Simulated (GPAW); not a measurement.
Input of a GPAW 26.7.0 run:

File run.py:

```python
from ase import Atoms
from ase.dft.bandgap import bandgap
from ase.io import write
from ase.units import GPa
from gpaw import GPAW, PW

atoms = Atoms(['N', 'N', 'B', 'B'],
              cell=[[2.5539396017, 0.0, 0.0],
                    [-1.2769698009, 2.2117765748, 0.0],
                    [0.0, 0.0, 4.226855]],
              scaled_positions=[[0.3333333333, 0.6666666667, 0.125276],
                                [0.6666666667, 0.3333333333, 0.625276],
                                [0.3333333333, 0.6666666667, 0.499724],
                                [0.6666666667, 0.3333333333, 0.999724]],
              pbc=True)

calc = GPAW(mode=PW(800),
            xc='MGGA_X_R2SCAN+MGGA_C_R2SCAN',
            kpts={'size': (10, 10, 5), 'gamma': True},
            occupations={'name': 'fermi-dirac', 'width': 0.05},
            nbands=18,
            convergence={'density': 1e-05, 'energy': 1e-05},
            maxiter=150,
            txt='gpaw.txt')
atoms.calc = calc
energy = atoms.get_potential_energy()
forces = atoms.get_forces()
stress = atoms.get_stress()
calc.write('gs.gpw')
write('result.traj', atoms)
print(f'Energy: {energy:.6f} eV')
print('Forces (eV/A):')
print(forces.round(4))
print('Stress (GPa):', (stress / GPa).round(3))
print('Fermi level:', round(calc.get_fermi_level(), 4), 'eV')
print(f'Gap: {bandgap(calc)[0]:.4f} eV, direct: {bandgap(calc, direct=True)[0]:.4f} eV')

path = atoms.cell.bandpath('GMKGALHA,LM,KH', npoints=60, eps=1e-4)
bs_calc = calc.fixed_density(kpts=path, symmetry='off', nbands=27,
                             convergence={'bands': 'CBM+6.0', 'eigenstates': 1e-6}, txt='bands.txt')
bs = bs_calc.band_structure()
bs.write('bs.json')
print(f'Gap on the path: {bandgap(bs_calc)[0]:.4f} eV')
```

Potentials or basis: GPAW PAW data sets (gpaw-data 1.2.1), pw.

Launch:

```bash
$ OMP_NUM_THREADS=1 python run.py
```

Task: What does it give for the largest force?

Result: 0.028 eV/Å.

Task: Estimate the pressure.

Result: -5.9 GPa.

Levels at the corners of the path, in eV from the valence-band top:
| point | band 6 | band 7 | band 8 | band 9 | band 10 | band 11 |
| --- | --- | --- | --- | --- | --- | --- |
| Γ | -0.28 | 0.00 | 0.00 | 9.05 | 9.05 | 9.24 |
| M | -5.12 | -4.47 | -2.17 | 7.27 | 8.57 | 11.32 |
| K | -5.57 | -5.57 | -5.57 | 5.74 | 14.29 | 14.29 |
| Γ | -0.28 | 0.00 | 0.00 | 9.05 | 9.05 | 9.24 |
| A | -1.20 | -1.20 | -1.20 | 10.15 | 10.15 | 10.64 |
| L | -3.87 | -3.69 | -3.69 | 7.16 | 7.16 | 10.64 |
| H | -7.88 | -3.12 | -3.12 | 9.94 | 9.94 | 10.90 |
| A | -1.20 | -1.20 | -1.20 | 10.15 | 10.15 | 10.64 |
| L | -3.87 | -3.69 | -3.69 | 7.16 | 7.16 | 10.64 |
| M | -5.12 | -4.47 | -2.17 | 7.27 | 8.57 | 11.32 |
| K | -5.57 | -5.57 | -5.57 | 5.74 | 14.29 | 14.29 |
| H | -7.88 | -3.12 | -3.12 | 9.94 | 9.94 | 10.90 |

Caveat: the PAW data sets were made with another functional, which shifts forces and pressure a little; the mesh misses the band edges, which the band path finds closer together.
